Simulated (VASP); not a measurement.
# InSe: what each functional gives for the gap, part 2 of 3

Aim: the gap of InSe on one structure at many levels of theory. The starting structure is a computed structure from the Materials Project. Cell and atoms stay as given. Meshes and data sets differ where the inputs say so.

VASP 6.6.1.

Results so far: LDA 0.511 eV; PBE 0.713 eV; r2SCAN 1.129 eV.

### Step 5. Bands with TB-mBJ

Level of this step: TB-mBJ; plane waves and PAW (In_d, Se) (VASP).

TB-mBJ is a local potential fitted to gaps: it costs far less than a hybrid but gives no energy. Its energies, forces and stress mean nothing.

Input file INCAR:

```
SYSTEM = InSe
PREC = Accurate
ENCUT = 350
EDIFF = 1E-06
NELM = 150
ISMEAR = 0
SIGMA = 0.03
LREAL = .FALSE.
ALGO = Normal
METAGGA = MBJ
LASPH = .TRUE.
NBANDS = 59
LORBIT = 11
LWAVE = .FALSE.
LCHARG = .FALSE.
KPAR = 4
```

Input file POSCAR:

```
InSe
1.0
    4.0473293151      0.0000000000      0.0000000000
   -2.0236646576      3.5050900044      0.0000000000
    0.0000000000      0.0000000000     18.0520649100
In Se
4 4
Direct
    0.3333333333      0.6666666667      0.0773904900
    0.3333333333      0.6666666667      0.9226095100
    0.0000000000      0.0000000000      0.4226063200
    0.0000000000      0.0000000000      0.5773936800
    0.3333333333      0.6666666667      0.3529842800
    0.3333333333      0.6666666667      0.6470157200
    0.6666666667      0.3333333333      0.1469999300
    0.6666666667      0.3333333333      0.8530000700
```

Input file KPOINTS:

```
Automatic mesh
0
Gamma
6 6 2
0 0 0
```

Input file KPOINTS_OPT:

```
Line mode
8
Line-mode
Reciprocal
  0.00000000   0.00000000   0.00000000 GAMMA
  0.50000000   0.00000000   0.00000000 M

  0.50000000   0.00000000   0.00000000 M
  0.33333333   0.33333333   0.00000000 K

  0.33333333   0.33333333   0.00000000 K
  0.00000000   0.00000000   0.00000000 GAMMA

  0.00000000   0.00000000   0.00000000 GAMMA
  0.00000000   0.00000000   0.50000000 A

  0.00000000   0.00000000   0.50000000 A
  0.50000000   0.00000000   0.50000000 L

  0.50000000   0.00000000   0.50000000 L
  0.33333333   0.33333333   0.50000000 H

  0.33333333   0.33333333   0.50000000 H
  0.00000000   0.00000000   0.50000000 A

  0.50000000   0.00000000   0.50000000 L
  0.50000000   0.00000000   0.00000000 M

  0.33333333   0.33333333   0.00000000 K
  0.33333333   0.33333333   0.50000000 H
```

PAW data sets: In_d and Se (PBE family, release 64).

Command:

```bash
> mpirun -np 4 vasp_std
```

Output:

```text
[banner, memory and clock lines left out]
running    4 mpi-ranks, on    1 nodes
[...]
[... a notice as in an earlier step ...]

 LDA part: xc-table for (None), standard interpolation
 POSCAR, INCAR and KPOINTS ok, starting setup
[...]
entering main loop
       N       E                     dE             d eps       ncg     rms          rms(c)
DAV:   1     0.230595564659E+04    0.23060E+04   -0.26075E+04  1652   0.106E+03
DAV:   2     0.170876571715E+04   -0.59719E+03   -0.56388E+03  1676   0.308E+02
DAV:   3     0.161960832312E+04   -0.89157E+02   -0.86458E+02  1969   0.142E+02
DAV:   4     0.161431247692E+04   -0.52958E+01   -0.52526E+01  2040   0.353E+01
[...]
DAV:  61     0.162294138822E+04   -0.12383E-04   -0.94839E-11   880   0.478E-05    0.227E-05
DAV:  62     0.162294138385E+04   -0.43692E-05   -0.78425E-11   880   0.305E-05    0.257E-05
DAV:  63     0.162294138393E+04    0.76719E-07   -0.26856E-11   880   0.205E-05
   1 F= 0.16229414E+04 E0= 0.16229414E+04  d E =-.327711E-18
 Start KPOINTS_OPT (optional k-point list driver)
k-point batch [1-14\72]
       N       E                     dE             ncg
DAV:   1     0.249200530080E+04   -0.15895E+05     1652
DAV:   2    -0.584174303136E+04   -0.83337E+04     1692
DAV:   3    -0.717884823002E+04   -0.13371E+04     1949
DAV:   4    -0.725471446550E+04   -0.75866E+02     1952
[...]
DAV:   9    -0.725854575880E+04   -0.43640E-04     2296
DAV:  10    -0.725854576352E+04   -0.47209E-05     1712
DAV:  11    -0.725854576402E+04   -0.49160E-06     1176
[...]
k-point batch [71-72\72]
       N       E                     dE             ncg
DAV:   1     0.236891675123E+05   -0.37010E+04      236
DAV:   2     0.224894162165E+05   -0.11998E+04      244
DAV:   3     0.222994142020E+05   -0.19000E+03      274
DAV:   4     0.222887992542E+05   -0.10615E+02      312
[...]
DAV:   8     0.222882572190E+05   -0.50673E-04      408
DAV:   9     0.222882572138E+05   -0.51983E-05      288
DAV:  10     0.222882572132E+05   -0.63342E-06      272
```

Elapsed: 4 min, on 4 MPI ranks of AMD EPYC 9R45, shared host; peak memory 1.6 GiB.

Parts of OUTCAR (step 5):

```text
  Total     -282.5423577   -282.5423577   -286.6807680      0.0000000      0.0000000      0.0000000
  in kB    -1767.6632941  -1767.6632942  -1793.5543361      0.0000000      0.0000000      0.0000000
  external PRESSURE =   -1776.2936415 kB  Pullay stress =       0.0000000 kB

 POSITION                                       TOTAL-FORCE (eV/Angst)
 -----------------------------------------------------------------------------------
     -0.00000      2.33673      1.39706         0.000000     -0.000000     -1.462580
     -0.00000      2.33673     16.65501         0.000000     -0.000000      1.462580
      0.00000      0.00000      7.62892        -0.000000      0.000000      1.454080
      0.00000      0.00000     10.42315        -0.000000      0.000000     -1.454080
     -0.00000      2.33673      6.37210         0.000000     -0.000000     -0.269340
     -0.00000      2.33673     11.67997         0.000000     -0.000000      0.269340
      2.02366      1.16836      2.65365         0.000000      0.000000      0.268208
      2.02366      1.16836     15.39841         0.000000      0.000000     -0.268208
 -----------------------------------------------------------------------------------
    total drift:                                0.000192     -0.000111     -0.000000

  FREE ENERGIE OF THE ION-ELECTRON SYSTEM (eV)
  ---------------------------------------------------
  free  energy   TOTEN  =      1622.9413839275 eV

  energy  without entropy=     1622.9413839275  energy(sigma->0) =     1622.94138393

[... 2 parts as in an earlier step ...]

[... 1 further part left out ...]
[key lines of the parts left out:]
E-fermi :   3.3816
```

TB-mBJ gives a direct gap of 1.605 eV. The least gap is +1.094 eV from that of LDA.

### Step 6. Bands with LDA + spin-orbit coupling

Spin-orbit coupling is switched on in this step. This run uses a 6×6×1 mesh.

Input file INCAR:

```
SYSTEM = InSe
PREC = Accurate
ENCUT = 350
EDIFF = 1E-06
NELM = 100
ISMEAR = 0
SIGMA = 0.03
LREAL = .FALSE.
ALGO = Normal
GGA = CA
LNONCOLLINEAR = .TRUE.
MAGMOM = 0 0 0 0 0 0 0 0 0 0 0 0 0 0 0 0 0 0 0 0 0 0 0 0
NBANDS = 94
GGA_COMPAT = .FALSE.
LASPH = .TRUE.
LSORBIT = .TRUE.
LORBIT = 11
LWAVE = .FALSE.
LCHARG = .FALSE.
KPAR = 4
```

POSCAR is that of step 5.

Input file KPOINTS:

```
Automatic mesh
0
Gamma
6 6 1
0 0 0
```

KPOINTS_OPT is that of step 5.

PAW data sets: In_d and Se (LDA family, release 64).

Command:

```bash
> mpirun -np 4 vasp_ncl
```

Output:

```text
[... set-up lines as in an earlier step ...]
 entering main loop
       N       E                     dE             d eps       ncg     rms          rms(c)
DAV:   1     0.712222945469E+03    0.71222E+03   -0.26479E+04  1888   0.135E+03
DAV:   2     0.848050229229E+02   -0.62742E+03   -0.60789E+03  1936   0.387E+02
DAV:   3    -0.253271156179E+02   -0.11013E+03   -0.10597E+03  2194   0.190E+02
DAV:   4    -0.339499427824E+02   -0.86228E+01   -0.85035E+01  2240   0.523E+01
[...]
DAV:  12    -0.333330826604E+02    0.53721E-05   -0.10674E-04  2712   0.527E-02    0.371E-02
DAV:  13    -0.333330840283E+02   -0.13679E-05   -0.16090E-05  2784   0.244E-02    0.144E-02
DAV:  14    -0.333330850189E+02   -0.99058E-06   -0.31175E-06  1936   0.887E-03
   1 F= -.33333085E+02 E0= -.33333085E+02  d E =-.512633E-13  mag=     0.0000    -0.0000    -0.0000
 Start KPOINTS_OPT (optional k-point list driver)
k-point batch [1-10\72]
       N       E                     dE             ncg
DAV:   1     0.216047712351E+04   -0.80816E+04     1912
DAV:   2    -0.407036086027E+04   -0.62308E+04     1936
DAV:   3    -0.517086607907E+04   -0.11005E+04     2190
DAV:   4    -0.525855831312E+04   -0.87692E+02     2232
[...]
DAV:   8    -0.526260939431E+04   -0.16002E-03     2944
DAV:   9    -0.526260940164E+04   -0.73324E-05     2328
DAV:  10    -0.526260940193E+04   -0.29319E-06     1488
[...]
k-point batch [71-72\72]
       N       E                     dE             ncg
DAV:   1     0.161314225756E+05   -0.36718E+04      376
DAV:   2     0.148988987280E+05   -0.12325E+04      400
DAV:   3     0.146960221002E+05   -0.20288E+03      436
DAV:   4     0.146801365026E+05   -0.15886E+02      432
[...]
DAV:   8     0.146792688224E+05   -0.34811E-04      584
DAV:   9     0.146792688209E+05   -0.14373E-05      424
DAV:  10     0.146792688209E+05   -0.61509E-07      272
```

Run time: 5.8 min. Hardware: 4 MPI ranks; peak memory 2.7 GiB; 23 min of CPU time.

OUTCAR, selected parts (step 6):

```text
  Total       -3.8954467     -3.8954467     -3.5717996      0.0000000     -0.0000000     -0.0000000
  in kB      -24.3709939    -24.3709939    -22.3461685      0.0000000     -0.0000000     -0.0000000
  external PRESSURE =     -23.6960521 kB  Pullay stress =       0.0000000 kB

 POSITION                                       TOTAL-FORCE (eV/Angst)
 -----------------------------------------------------------------------------------
     -0.00000      2.33673      1.39706        -0.000000     -0.000000     -0.042513
     -0.00000      2.33673     16.65501        -0.000000      0.000000      0.042513
      0.00000      0.00000      7.62892         0.000000     -0.000000      0.040461
      0.00000      0.00000     10.42315         0.000000      0.000000     -0.040461
     -0.00000      2.33673      6.37210         0.000000     -0.000000      0.128888
     -0.00000      2.33673     11.67997         0.000000     -0.000000     -0.128888
      2.02366      1.16836      2.65365         0.000000     -0.000000     -0.129356
      2.02366      1.16836     15.39841         0.000000      0.000000      0.129356
 -----------------------------------------------------------------------------------
    total drift:                                0.000000     -0.000000      0.000000

  FREE ENERGIE OF THE ION-ELECTRON SYSTEM (eV)
  ---------------------------------------------------
  free  energy   TOTEN  =       -33.3330850189 eV

  energy  without entropy=      -33.3330850189  energy(sigma->0) =      -33.33308502

 magnetization (x)
# of ion       s       p       d       tot
------------------------------------------
    1       -0.000  -0.000  -0.000  -0.000
    2        0.000   0.000   0.000   0.000
    3        0.000  -0.000   0.000  -0.000
    4       -0.000   0.000   0.000   0.000
    5        0.000   0.000   0.000   0.000
    6        0.000   0.000  -0.000   0.000
    7       -0.000   0.000   0.000   0.000
    8        0.000  -0.000  -0.000  -0.000
--------------------------------------------------
tot          0.000  -0.000   0.000  -0.000

 magnetization (y)
# of ion       s       p       d       tot
------------------------------------------
    1        0.000   0.000   0.000   0.000
    2        0.000   0.000   0.000   0.000
    3        0.000   0.000   0.000   0.000
    4        0.000  -0.000  -0.000  -0.000
    5        0.000   0.000   0.000   0.000
    6        0.000   0.000   0.000   0.000
    7        0.000   0.000  -0.000  -0.000
    8        0.000   0.000   0.000   0.000
--------------------------------------------------
tot          0.000   0.000  -0.000   0.000

 magnetization (z)
# of ion       s       p       d       tot
------------------------------------------
    1        0.000   0.000   0.000   0.000
    2       -0.000   0.000   0.000  -0.000
    3       -0.000  -0.000   0.000  -0.000
    4       -0.000  -0.000   0.000  -0.000
    5        0.000   0.000   0.000   0.000
    6        0.000   0.000   0.000   0.000
    7       -0.000  -0.000   0.000  -0.000
    8        0.000  -0.000   0.000  -0.000
--------------------------------------------------
tot         -0.000  -0.000   0.000  -0.000

[... 1 part as in an earlier step ...]

[... 2 further parts left out ...]
[key lines of the parts left out:]
E-fermi :   3.0402
```

LDA + spin-orbit coupling gives a direct gap of 0.478 eV. The least gap is -0.033 eV from that of LDA, on another mesh, which alone can move a gap by some hundredths of an eV.

### Step 7. Bands with r2SCAN + spin-orbit coupling

This run uses a 6×6×1 mesh.

INCAR: that of step 6 with these lines changed.

```diff
@@ -9,3 +9,4 @@
 ALGO = Normal
-GGA = CA
+METAGGA = R2SCAN
+LASPH = .TRUE.
 LNONCOLLINEAR = .TRUE.
@@ -14,3 +15,2 @@
 GGA_COMPAT = .FALSE.
-LASPH = .TRUE.
 LSORBIT = .TRUE.
```

POSCAR is that of step 6.

KPOINTS is that of step 6.

KPOINTS_OPT is that of step 6.

Potentials, in the order of the species: In_d and Se (PBE family, release 64).

Command:

```bash
> mpirun -np 4 vasp_ncl
```

Output:

```text
[... set-up lines as in an earlier step ...]
 entering main loop
       N       E                     dE             d eps       ncg     rms          rms(c)
DAV:   1     0.594523416689E+03    0.59452E+03   -0.27123E+04  1888   0.137E+03
DAV:   2    -0.463337150001E+02   -0.64086E+03   -0.62057E+03  1936   0.395E+02
DAV:   3    -0.158781540584E+03   -0.11245E+03   -0.10839E+03  2186   0.194E+02
DAV:   4    -0.167442306545E+03   -0.86608E+01   -0.85428E+01  2232   0.529E+01
[...]
DAV:  13    -0.153124701284E+03   -0.13542E-04   -0.17313E-05  2200   0.316E-02    0.383E-02
DAV:  14    -0.153124689551E+03    0.11733E-04   -0.29789E-05  2184   0.293E-02    0.973E-03
DAV:  15    -0.153124689602E+03   -0.51794E-07   -0.42985E-06  1896   0.109E-02
   1 F= -.15312469E+03 E0= -.15312469E+03  d E =-.808685E-13  mag=    -0.0000    -0.0000    -0.0000
 Start KPOINTS_OPT (optional k-point list driver)
k-point batch [1-10\72]
       N       E                     dE             ncg
DAV:   1     0.206440937551E+04   -0.81777E+04     1912
DAV:   2    -0.436039163792E+04   -0.64248E+04     1944
DAV:   3    -0.548944822418E+04   -0.11291E+04     2166
DAV:   4    -0.557351919444E+04   -0.84071E+02     2208
[...]
DAV:   8    -0.557746511619E+04   -0.23113E-03     2980
DAV:   9    -0.557746512908E+04   -0.12884E-04     2192
DAV:  10    -0.557746512995E+04   -0.87065E-06     1602
[...]
k-point batch [71-72\72]
       N       E                     dE             ncg
DAV:   1     0.161095705726E+05   -0.36936E+04      376
DAV:   2     0.148409711194E+05   -0.12686E+04      400
DAV:   3     0.146328125436E+05   -0.20816E+03      428
DAV:   4     0.146170186560E+05   -0.15794E+02      432
[...]
DAV:   8     0.146161861203E+05   -0.57896E-04      592
DAV:   9     0.146161861169E+05   -0.33611E-05      416
DAV:  10     0.146161861167E+05   -0.20381E-06      312
```

It took 27 min on 4 MPI ranks; peak memory 3.4 GiB; 1.8 h of CPU time.

OUTCAR, selected parts (step 7):

```text
  Total       -0.5443534     -0.5443534     -0.4816679      0.0000000      0.0000000     -0.0000000
  in kB       -3.4056254     -3.4056254     -3.0134476      0.0000000      0.0000000     -0.0000000
  external PRESSURE =      -3.2748995 kB  Pullay stress =       0.0000000 kB

 POSITION                                       TOTAL-FORCE (eV/Angst)
 -----------------------------------------------------------------------------------
     -0.00000      2.33673      1.39706         0.000000      0.000000      0.003764
     -0.00000      2.33673     16.65501         0.000000      0.000000     -0.003764
      0.00000      0.00000      7.62892         0.000000     -0.000000     -0.005978
      0.00000      0.00000     10.42315         0.000000     -0.000000      0.005978
     -0.00000      2.33673      6.37210        -0.000000      0.000000     -0.041557
     -0.00000      2.33673     11.67997        -0.000000      0.000000      0.041557
      2.02366      1.16836      2.65365         0.000000     -0.000000      0.042133
      2.02366      1.16836     15.39841         0.000000     -0.000000     -0.042133
 -----------------------------------------------------------------------------------
    total drift:                               -0.000000      0.000000      0.000000

  FREE ENERGIE OF THE ION-ELECTRON SYSTEM (eV)
  ---------------------------------------------------
  free  energy   TOTEN  =      -153.1246896023 eV

  energy  without entropy=     -153.1246896023  energy(sigma->0) =     -153.12468960

 magnetization (x)
# of ion       s       p       d       tot
------------------------------------------
    1       -0.000   0.000  -0.000  -0.000
    2       -0.000   0.000   0.000  -0.000
    3       -0.000  -0.000  -0.000  -0.000
    4       -0.000   0.000   0.000   0.000
    5       -0.000   0.000  -0.000   0.000
    6       -0.000  -0.000   0.000  -0.000
    7       -0.000   0.000   0.000  -0.000
    8        0.000   0.000   0.000   0.000
--------------------------------------------------
tot         -0.000   0.000  -0.000  -0.000

 magnetization (y)
# of ion       s       p       d       tot
------------------------------------------
    1        0.000   0.000   0.000   0.000
    2        0.000   0.000   0.000   0.000
    3        0.000  -0.000  -0.000  -0.000
    4        0.000   0.000   0.000   0.000
    5        0.000   0.000   0.000   0.000
    6        0.000   0.000   0.000   0.000
    7        0.000   0.000   0.000   0.000
    8        0.000   0.000   0.000   0.000
--------------------------------------------------
tot          0.000   0.000   0.000   0.000

 magnetization (z)
# of ion       s       p       d       tot
------------------------------------------
    1        0.000   0.000  -0.000   0.000
    2        0.000   0.000  -0.000   0.000
    3        0.000   0.000  -0.000   0.000
    4        0.000   0.000   0.000   0.000
    5        0.000   0.000   0.000   0.000
    6        0.000   0.000   0.000   0.000
    7        0.000  -0.000   0.000  -0.000
    8        0.000  -0.000  -0.000  -0.000
--------------------------------------------------
tot          0.000  -0.000  -0.000   0.000

[... 2 parts as in an earlier step ...]

[... 1 further part left out ...]
[key lines of the parts left out:]
E-fermi :   2.9492
```

The log as kept lacks single lines of electronic cycles.

r2SCAN + spin-orbit coupling gives a direct gap of 1.100 eV. The least gap is -0.029 eV from that of r2SCAN, on another mesh, which alone can move a gap by some hundredths of an eV.

(Continued in part 3 of 3.)

[Lines on the potential files, build, host, timing and source positions are cut from VASP's logs without a mark.]

[Logs are printed without paths, hosts, clocks, repeated set-up lines and the standing remarks that a program may print on its own settings, such as how far it seeks lower states.]

[Hosts, paths, dates, database ids (printed as entryN), source tags and the programs' standing remarks are cut or masked in the printed files.]
